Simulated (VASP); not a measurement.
# Dy (P6_3/mmc) in VASP: notebook

Runs on Dy. Level: PBEsol. Tasks: single point.

All numbers are computed with VASP 6.6.1; they aren't measurements. Logs are shortened: lines on timing, memory, paths and dates and some standing lists are left out, and cuts for length are marked.

## Step 1: The crystal as given

Symmetry: P6_3/mmc, No. 194, hexagonal system. The conventional cell has a = 3.590 Å, b = 3.590 Å, c = 5.647 Å, α = 90.00°, β = 90.00°, γ = 120.00°. Dy (site symmetry -6m2) has 12 Dy at 3.50 to 3.59 Å as nearest neighbours.

## Step 2: Single point, PBEsol, collinear spin, ferromagnetic start

INCAR

```
SYSTEM = Dy
PREC     = Accurate       ! precision mode
ENCUT    = 520            ! plane-wave cutoff, eV
EDIFF    = 1E-6           ! SCF threshold, eV
ISMEAR   = 1              ! smearing method
SIGMA    = 0.2            ! smearing width, eV
LREAL    = .False.        ! projectors in reciprocal space
LASPH    = .True.         ! aspherical terms in the spheres
NELM     = 100            ! most SCF steps
ALGO     = Normal         ! electronic algorithm
ISIF     = 2              ! what is computed and relaxed
LWAVE    = .False.        ! write WAVECAR
LCHARG   = .False.        ! write CHGCAR
ISPIN    = 2              ! spin polarisation
MAGMOM   = 5 5            ! initial moments
LORBIT   = 11             ! projections on sites
LMAXMIX  = 6              ! l up to which the mixer works
GGA      = PS             ! functional
ADDGRID  = .False.
```

KPOINTS

```
regular mesh
0
Gamma
  8 8 4
  0 0 0
```

POSCAR

```
Dy
1.0
    3.5903000000      0.0000000000      0.0000000000
   -1.7951500000      3.1092910072      0.0000000000
    0.0000000000      0.0000000000      5.6475000000
Dy
2
Direct
    0.6666666667      0.3333333333      0.7500000000
    0.3333333333      0.6666666667      0.2500000000
```

Potentials or basis: VASP PAW PBE potentials, release 64 (Dy_3), 4f in core.

The run is started by

```bash
$ cat potpaw_PBE.64/Dy_3/POTCAR > POTCAR
$ mpirun -np 1 vasp_std > vasp.out
```

OUTCAR:

```text
SYSTEM = Dy
   PREC = Accurate
   ENCUT = 520
   EDIFF = 1E-6
   ISMEAR = 1
   LREAL = .False.
   LASPH = .True.
   NELM = 100
   ISIF = 2
   ISPIN = 2
   LORBIT = 11
   GGA = PS

 Found     30 irreducible k-points:

 Following reciprocal coordinates:
            Coordinates               Weight
  0.000000  0.000000  0.000000      1.000000
  0.125000  0.000000  0.000000      6.000000
  0.250000  0.000000  0.000000      6.000000
  0.375000  0.000000  0.000000      6.000000
  0.500000  0.000000  0.000000      3.000000
  0.125000  0.125000  0.000000      6.000000
   k-points           NKPTS =     30   k-points in BZ     NKDIM =     30   number of bands    NBANDS=     18
   number of dos      NEDOS =    301   number of ions     NIONS =      2
   total plane-waves  NPLWV =  32928
   dimension x,y,z NGX =    28 NGY =   28 NGZ =   42
   dimension x,y,z NGXF=    56 NGYF=   56 NGZF=   84
   ions per type =               2
   NGX,Y,Z   is equivalent  to a cutoff of  12.97, 12.97, 12.36 a.u.
   NGXF,Y,Z  is equivalent  to a cutoff of  25.93, 25.93, 24.73 a.u.
 SYSTEM =  Dy
   PREC   = accura    normal or accurate (medium, high low for compatibility)
   ISTART =      0    job   : 0-new  1-cont  2-samecut
   ICHARG =      2    charge: 1-file 2-atom 10-const
   ISPIN  =      2    spin polarized calculation?
   LNONCOLLINEAR =      F non collinear calculations
   LSORBIT =      F    spin-orbit coupling
   LASPH  =      T    aspherical Exc in radial PAW
   ENCUT  =  520.0 eV  38.22 Ry    6.18 a.u.   6.68  6.68 10.50*2*pi/ulx,y,z
   NELM   =    100;   NELMIN=  2; NELMDL= -5     # of ELM steps
   EDIFF  = 0.1E-05   stopping-criterion for ELM
   LREAL  =      F    real-space projection
   EDIFFG = 0.1E-04   stopping-criterion for IOM
   NSW    =      0    number of steps for IOM
   IBRION =     -1    ionic relax: 0-MD 1-quasi-New 2-CG
   NFREE  =      0    steps in history (QN), initial steepest desc. (CG)
   ISIF   =      2    stress and relaxation
   ISYM   =      2    0-nonsym 1-usesym 2-fastsym
   POTIM  = 0.5000    time-step for ionic-motion
   TEBEG  =    0.0;   TEEND  =   0.0 temperature during run
   PSTRESS=    0.0 pullay stress
   NELECT =      18.0000    total number of electrons
   NUPDOWN=      -1.0000    fix difference up-down
   EMIN   =  10.00;   EMAX   =-10.00  energy-range for DOS
   EFERMI =   0.00;   METHOD = LEGACY
   ISMEAR =     1;   SIGMA  =   0.20  broadening in eV -4-tet -1-fermi 0-gaus
   EFERMI_NEDOS =   21; number of points for ismear=-14 and -15
   IALGO  =     38    algorithm
   IMIX   =      4    mixing-type and parameters
     AMIX     =   0.40;   BMIX     =  1.00
     AMIX_MAG =   1.60;   BMIX_MAG =  1.00
  volume/ion in A,a.u.               =      31.52       212.72
  Fermi-wavevector in a.u.,A,eV,Ry     =   1.077994  2.037113 15.810927  1.162070
  Thomas-Fermi vector in A             =   2.213920
   LORBIT       =     11    0 simple, 1 ext, 2 COOP (PROOUT), +10 PAW based schemes
   GGA     = PS    functional components
   LHFCALC =     F    Hartree Fock is set to
   AEXX    =    0.0000 exact exchange contribution
   IVDW    =     0    specifies the selected vdW correction
   LEPSILON=     F    determine dielectric tensor
   LRPA    =     F    only Hartree local field effects (RPA)
 spin polarized calculation
 Methfessel and Paxton  Order N= 1 SIGMA  =   0.20
  energy-cutoff  :      520.00
  volume of cell :       63.04
 maximum number of plane-waves:      1721
 NGX is ok and might be reduce to    28
   NGX = 13   NGY = 13   NGZ = 21

 number of electron      18.0000000 magnetization      10.0000000

 number of electron      18.0000001 magnetization       0.1677606

 Free energy of the ion-electron system (eV)
  ---------------------------------------------------
  ext. energy  EPLUGINS =         0.00000000
  ---------------------------------------------------
  free energy    TOTEN  =        -9.90357053 eV

  energy without entropy =       -9.88894876  energy(sigma->0) =       -9.89869661

 E-fermi :   3.0392     XC(G=0):  -9.9708

 val. band max:        3.0382363374   @ k =   0.2500   0.2500   0.2500
 cond. band min:       3.0408486317   @ k =   0.3750   0.1250   0.2500
 fundamental gap:      0.0026122944
 Fermi energy:         3.0392233898

 spin component 1

 k-point     1 :       0.0000    0.0000    0.0000
  band No.  band energies     occupation
      1     -20.5924      1.00000
      2     -20.0130      1.00000
      3     -20.0130      1.00000
      4     -19.9028      1.00000
      5     -19.9028      1.00000
      6     -19.8529      1.00000
      7      -2.1582      1.00000
      8       0.7754      1.00000
      9       4.2558     -0.00000
     10       4.7923     -0.00000
     11       4.7923     -0.00000
     12       5.1242     -0.00000
     13       5.4876     -0.00000
     14       5.4876     -0.00000
     15       6.0236     -0.00000
     16       6.0236     -0.00000
     17       8.2754      0.00000
     18       8.2754      0.00000

 k-point     2 :       0.1250    0.0000    0.0000
  band No.  band energies     occupation
      1     -20.5587      1.00000
      2     -20.0822      1.00000
      3     -20.0361      1.00000
      4     -19.9756      1.00000
      5     -19.9120      1.00000
      6     -19.8690      1.00000
      7      -1.7868      1.00000
      8       1.1315      1.00000
      9       3.8226     -0.00000
     10       4.0940     -0.00000
     11       5.0781     -0.00000
     12       5.1499     -0.00000
     13       5.5959     -0.00000
     14       5.6401     -0.00000
     15       5.6852     -0.00000
     16       5.8269     -0.00000
     17       8.5605      0.00000
     18       9.1146      0.00000

 k-point     3 :       0.2500    0.0000    0.0000
  band No.  band energies     occupation
      1     -20.4677      1.00000
      2     -20.2497      1.00000
      3     -20.1423      1.00000
      4     -20.0891      1.00000
      5     -19.9368      1.00000
      6     -19.9173      1.00000
      7      -0.7998      1.00000
      8       1.8452      1.00000
      9       2.9622      0.80076
     10       3.3376     -0.02801
     11       4.4976     -0.00000
     12       5.0356     -0.00000
     13       5.0961     -0.00000
     14       6.1808     -0.00000
     15       6.4641     -0.00000
     16       6.7830     -0.00000
     17       8.9874      0.00000
     18      10.6187      0.00000

 k-point     4 :       0.3750    0.0000    0.0000
  band No.  band energies     occupation
      1     -20.4167      1.00000
      2     -20.3508      1.00000
      3     -20.2977      1.00000
      4     -20.1391      1.00000
      5     -19.9911      1.00000
      6     -19.9637      1.00000
      7       0.3969      1.00000
      8       1.8222      1.00000
      9       2.2724      1.00000
     10       3.1211      0.18375
     11       4.6550     -0.00000
     12       4.6661     -0.00000
     13       4.8244     -0.00000
     14       7.7157      0.00000
     15       7.7249      0.00000
     16       8.1010      0.00000
     17       9.2289      0.00000
     18      10.3111      0.00000

 k-point     5 :       0.5000    0.0000    0.0000
  band No.  band energies     occupation
      1     -20.4854      1.00000
      2     -20.3595      1.00000
      3     -20.2817      1.00000
      4     -20.1592      1.00000
      5     -20.0423      1.00000
      6     -19.9752      1.00000
      7       1.0529      1.00000
      8       1.5636      1.00000
      9       2.0196      1.00000
     10       3.0638      0.39694
     11       4.4970     -0.00000
     12       4.5390     -0.00000
     13       5.2371     -0.00000
     14       8.7153      0.00000
     15       9.1521      0.00000
     16       9.2960      0.00000
     17       9.4305      0.00000
     18       9.7716      0.00000

 k-point     6 :       0.1250    0.1250    0.0000
  band No.  band energies     occupation
      1     -20.4961      1.00000
      2     -20.1773      1.00000
      3     -20.1397      1.00000
      4     -20.0375      1.00000
      5     -19.9445      1.00000
      6     -19.9014      1.00000
      7      -1.1000      1.00000
      8       1.7310      1.00000
      9       3.2205     -0.01251
     10       3.4201     -0.01076
     11       4.6107     -0.00000
     12       4.9137     -0.00000
     13       5.4896     -0.00000
     14       5.8996     -0.00000
     15       5.9968     -0.00000
     16       6.6390     -0.00000
     17       8.7624      0.00000
     18      10.3300      0.00000

 [... further k-points ...]

 spin component 2

 k-point     1 :       0.0000    0.0000    0.0000
  band No.  band energies     occupation
      1     -20.5714      1.00000
      2     -19.9917      1.00000
      3     -19.9917      1.00000
      4     -19.8819      1.00000
      5     -19.8819      1.00000
      6     -19.8349      1.00000
      7      -2.0880      1.00000
      8       0.8549      1.00000
      9       4.3149     -0.00000
     10       4.8426     -0.00000
     11       4.8426     -0.00000
     12       5.1719     -0.00000
     13       5.5395     -0.00000
     14       5.5395     -0.00000
     15       6.0624     -0.00000
     16       6.0624     -0.00000
     17       8.3044      0.00000
     18       8.3044      0.00000

 k-point     2 :       0.1250    0.0000    0.0000
  band No.  band energies     occupation
      1     -20.5377      1.00000
      2     -20.0606      1.00000
      3     -20.0148      1.00000
      4     -19.9544      1.00000
      5     -19.8911      1.00000
      6     -19.8509      1.00000
      7      -1.7169      1.00000
      8       1.2117      1.00000
      9       3.8772     -0.00000
     10       4.1441     -0.00000
     11       5.1304     -0.00000
     12       5.1995     -0.00000
     13       5.6390     -0.00000
     14       5.6916     -0.00000
     15       5.7245     -0.00000
     16       5.8782     -0.00000
     17       8.5887      0.00000
     18       9.1481      0.00000

 k-point     3 :       0.2500    0.0000    0.0000
  band No.  band energies     occupation
      1     -20.4471      1.00000
      2     -20.2272      1.00000
      3     -20.1201      1.00000
      4     -20.0675      1.00000
      5     -19.9157      1.00000
      6     -19.8990      1.00000
      7      -0.7301      1.00000
      8       1.9254      1.00000
      9       3.0111      0.61778
     10       3.3941     -0.01544
     11       4.5457     -0.00000
     12       5.0864     -0.00000
     13       5.1364     -0.00000
     14       6.2283     -0.00000
     15       6.5173     -0.00000
     16       6.8321     -0.00000
     17       9.0144      0.00000
     18      10.6594      0.00000

 k-point     4 :       0.3750    0.0000    0.0000
  band No.  band energies     occupation
      1     -20.3934      1.00000
      2     -20.3308      1.00000
      3     -20.2747      1.00000
      4     -20.1173      1.00000
      5     -19.9726      1.00000
      6     -19.9425      1.00000
      7       0.4686      1.00000
      8       1.8894      1.00000
      9       2.3191      1.00000
     10       3.1912      0.02094
     11       4.6960     -0.00000
     12       4.7213     -0.00000
     13       4.8683     -0.00000
     14       7.7579      0.00000
     15       7.7788      0.00000
     16       8.1460      0.00000
     17       9.2555      0.00000
     18      10.3662      0.00000

 k-point     5 :       0.5000    0.0000    0.0000
  band No.  band energies     occupation
      1     -20.4617      1.00000
      2     -20.3362      1.00000
      3     -20.2619      1.00000
      4     -20.1374      1.00000
      5     -20.0236      1.00000
      6     -19.9539      1.00000
      7       1.1324      1.00000
      8       1.6203      1.00000
      9       2.0658      1.00000
     10       3.1351      0.14151
     11       4.5383     -0.00000
     12       4.5956     -0.00000
     13       5.2801     -0.00000
     14       8.7516      0.00000
     15       9.1882      0.00000
     16       9.3225      0.00000
     17       9.4884      0.00000
     18       9.8173      0.00000

 k-point     6 :       0.1250    0.1250    0.0000
  band No.  band energies     occupation
      1     -20.4754      1.00000
      2     -20.1551      1.00000
      3     -20.1178      1.00000
      4     -20.0159      1.00000
      5     -19.9235      1.00000
      6     -19.8832      1.00000
      7      -1.0303      1.00000
      8       1.8132      1.00000
      9       3.2705     -0.03467
     10       3.4717     -0.00457
     11       4.6614     -0.00000
     12       4.9586     -0.00000
     13       5.5343     -0.00000
     14       5.9477     -0.00000
     15       6.0494     -0.00000
     16       6.6892     -0.00000
     17       8.7906      0.00000
     18      10.3670      0.00000

 [... further k-points ...]
[... 5 lines left out ...]
  --------------------------------------------------------------------------------------
  -------------------------------------------------------------------------------------
  Total       -0.6025303     -0.6025303     -0.8588466      0.0000000      0.0000000      0.0000000
  in kB      -15.3123256    -15.3123256    -21.8261843      0.0000000      0.0000000      0.0000000
  external PRESSURE =     -17.4836119 kB  Pullay stress =       0.0000000 kB

 VOLUME and BASIS-vectors are now :
 -----------------------------------------------------------------------------
  energy-cutoff  :      520.00
  volume of cell :       63.04
      direct lattice vectors                 reciprocal lattice vectors
     3.590300000  0.000000000  0.000000000     0.278528257  0.160808364  0.000000000
    -1.795150000  3.109291007  0.000000000     0.000000000  0.321616728  0.000000000
     0.000000000  0.000000000  5.647500000     0.000000000  0.000000000  0.177069500

 POSITION                                       TOTAL-FORCE (eV/Angst)
 -----------------------------------------------------------------------------------
      1.79515      1.03643      4.23562        -0.000000     -0.000000      0.000000
     -0.00000      2.07286      1.41187         0.000000      0.000000      0.000000
 -----------------------------------------------------------------------------------
    total drift:                               -0.000000      0.000000     -0.000000

  FREE ENERGIE OF THE ION-ELECTRON SYSTEM (eV)
  ---------------------------------------------------
  free  energy   TOTEN  =        -9.9035705320 eV

  energy  without entropy=       -9.8889487613  energy(sigma->0) =       -9.89869661

 total charge

# of ion       s       p       d       tot
------------------------------------------
    1        0.444   6.389   1.098   7.931
    2        0.444   6.389   1.098   7.931
--------------------------------------------------
tot          0.888  12.778   2.195  15.862

 magnetization (x)

# of ion       s       p       d       tot
------------------------------------------
    1        0.001   0.021   0.040   0.062
    2        0.001   0.021   0.040   0.062
--------------------------------------------------
tot          0.002   0.042   0.080   0.124
```

It took 56 s on 1 thread of Intel Xeon Platinum 8488C (Sapphire Rapids), shared host; peak memory 0.23 GiB.

The run converged, but some of its settings lie outside the range that counts as converged, so its numbers aren't taken as properties of the crystal.

What came out:

* Free energy: -9.9036 eV
* Pressure: -1.7 GPa
* Band gap on the k mesh: none (metal or under the smearing width)
* Net moment: 0.17 μB per cell
* Site moments: Dy +0.06 μB
* Valence electrons inside the program's atomic spheres: Dy 7.93

Caveat: the magnetic or orbital state may not be the lowest; the PAW data sets were made with another functional, which shifts forces and pressure a little; spin-orbit coupling is left out, which moves the levels of the heavy elements; the 4f electrons are frozen in the core as for a trivalent ion, so they carry no moment and show no levels.

[end of part 1 of 2]
